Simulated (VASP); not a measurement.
SH2, 3 atoms in the cell. The cell holds a molecule in a box, 3 atoms: a = 12.326 Å, b = 12.826 Å, c = 13.326 Å, α = 90.00°, β = 90.00°, γ = 90.00°. 

| Item | Value |
| --- | --- |
| Program | VASP 6.6.1 |
| Task | single point |
| Functional | RPBE |
| Dispersion | D3(BJ) |
| Potentials or basis | VASP PAW PBE potentials, release 64 (S, H) |
| Cutoff | 400 eV |
| k mesh | 1 × 1 × 1 |
| Occupations | gaussian, width 0.01 eV |
| Spin | no spin polarisation |
| Further INCAR settings | ALGO = Normal; EDIFF = 1e-06; NBANDS = 11; ISYM = 0 |

Potentials or basis: VASP PAW PBE potentials, release 64 (S, H).

Command:

```console
$ cat potpaw_PBE.64/S/POTCAR potpaw_PBE.64/H/POTCAR > POTCAR
$ mpirun -np 4 vasp_gam > vasp.out
```

Hardware: 4 MPI ranks on Intel(R) Xeon(R) Platinum 8375C CPU @ 2.90GHz (Ice Lake), on a shared host.

**Question.** How long does it take, and how much memory?

**Answer.** Wall time 56 s on 4 MPI ranks on Intel(R) Xeon(R) Platinum 8375C CPU @ 2.90GHz (Ice Lake) (shared host), peak memory 0.39 GiB a rank. Counts: scf iterations 24, k points 1.
